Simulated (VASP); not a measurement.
# WS2: single point with PBE+U

The system is WS2.

```
CELL_PARAMETERS angstrom
0.00000 3.00794 3.00794
3.00794 0.00000 3.00794
3.00794 3.00794 0.00000
ATOMIC_POSITIONS crystal
W 0.00000 0.00000 0.00000
S 0.25000 0.25000 0.25000
S 0.75000 0.75000 0.75000
```

Measurements of this composition are mostly on another form, of space group No. 194.

* Program: VASP 6.6.1
* Task: single point
* Functional: PBE
* Potentials or basis: VASP PAW PBE potentials, release 64 (W_sv, S)
* Cutoff: 520 eV
* k mesh: 6 × 6 × 6
* Occupations: gaussian, width 0.05 eV
* Spin: collinear spin, ferromagnetic start
* Starting moments: [0.5, 0.0, 0.0] μB
* Hubbard terms: W d U = 4 eV

```
Pressure                                              : 0.8 GPa
Band gap on the k mesh                                : none (metal or under the smearing width)
Net moment                                            : 1.97 μB per cell
Site moments                                          : W +1.76; S -0.09 μB
Valence electrons inside the program's atomic spheres : W 11.62; S 3.73
```

Levels at points of the mesh, in eV from the Fermi level:
Spin up:
| k point | band 11 | band 12 | band 13 | band 14 | band 15 | band 16 | band 17 | band 18 |
| --- | --- | --- | --- | --- | --- | --- | --- | --- |
| (0.00, 0.00, 0.00) | -3.23 | -1.28 | -1.28 | -1.28 | 3.69 | 3.78 | 3.78 | 3.78 |
| (0.50, 0.00, 0.00) | -3.62 | -3.62 | -2.47 | -2.47 | 0.90 | 3.12 | 3.12 | 6.02 |
| (0.50, 0.50, 0.00) | -3.16 | -3.09 | -2.47 | 0.17 | 1.02 | 2.79 | 2.79 | 3.93 |
Spin down:
| k point | band 10 | band 11 | band 12 | band 13 | band 14 | band 15 |
| --- | --- | --- | --- | --- | --- | --- |
| (0.00, 0.00, 0.00) | -1.32 | -1.32 | -1.32 | 0.33 | 0.33 | 4.33 |
| (0.50, 0.00, 0.00) | -3.64 | -3.59 | -3.59 | 0.75 | 0.75 | 1.99 |
| (0.50, 0.50, 0.00) | -2.56 | -2.56 | -0.48 | 0.07 | 1.86 | 2.16 |

Eigenvalues of the final occupation matrices:
```
    site  spin  trace               eigenvalues
site 1 d     1   2.41  0.31 0.31 0.31 0.74 0.74
site 1 d     2   0.72  0.04 0.04 0.21 0.21 0.21
```

Wall time 66 s on 1 thread of AMD EPYC 7R43 64-Core Processor (Zen 3), on a shared host, peak memory 0.18 GiB.

Spin-orbit coupling is left out, which matters for the levels of W. The state reached can hang on the start; a lower one may exist.
